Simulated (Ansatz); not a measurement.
Bulk crystal (SiNi2) after relaxation:

```cif
data_structure
_symmetry_space_group_name_H-M 'P6_3/mmc'
_symmetry_Int_Tables_number 194
_cell_length_a 3.8685
_cell_length_b 3.8685
_cell_length_c 4.9170
_cell_angle_alpha 90.000
_cell_angle_beta 90.000
_cell_angle_gamma 120.000
_cell_volume 63.72
loop_
_atom_site_label
_atom_site_type_symbol
_atom_site_symmetry_multiplicity
_atom_site_Wyckoff_symbol
_atom_site_fract_x
_atom_site_fract_y
_atom_site_fract_z
_atom_site_occupancy
Si1 Si 2 d 0.33333 0.66667 0.75000 1
Ni1 Ni 2 a 0.00000 0.00000 0.00000 1
Ni2 Ni 2 c 0.33333 0.66667 0.25000 1
```

Miller indices refer to the conventional cell of P6_3/mmc (No. 194), a = 3.868 Å, b = 3.868 Å, c = 4.917 Å, α = 90.00°, β = 90.00°, γ = 120.00°.

The (100) slab of 12 planes, 12.3 Å thick with 15 Å of vacuum as cut; outer planes SiNi (top) and Ni (bottom).

These are results of DFT PBEsol, scalar-relativistic, plane waves, PAW (Ansatz 0.2.0), not measurements. Settings: cutoff 420 eV, Γ-centred mesh 9×7×1 on the computed 24-atom cell, Gaussian smearing of 0.10 eV; no spin polarisation. A dipole correction removes the field between periodic images along c.

Results for the relaxed slab:

For the relaxed slab, the surface energy (mean of both faces) is 2.48 J/m². The work function is 4.75 eV (top), 5.00 eV (bottom) and the dipole of the slab along +c, per cell is 0.03 e·Å.

Relaxation lowers the energy by 0.306 J/m² a face; the largest move is 0.305 Å.

```csv
plane (bottom to top),atoms,"spacing to next, bulk (Å)",relaxed (Å),change (%),rumpling (Å)
1,Ni2,1.117,0.684,-38.7,0.000
2,SiNi,1.117,1.327,+18.8,0.217
3,SiNi,1.117,1.104,-1.2,0.066
4,Ni2,1.117,1.105,-1.1,0.000
5,SiNi,1.117,1.117,0.0,0.021
6,SiNi,1.117,1.098,-1.6,0.015
7,Ni2,1.117,1.136,+1.7,0.000
8,SiNi,1.117,1.133,+1.4,0.013
9,SiNi,1.117,1.089,-2.5,0.137
10,Ni2,1.117,1.162,+4.0,0.000
11,SiNi,1.117,1.088,-2.6,0.211
12,SiNi,,,,0.098
```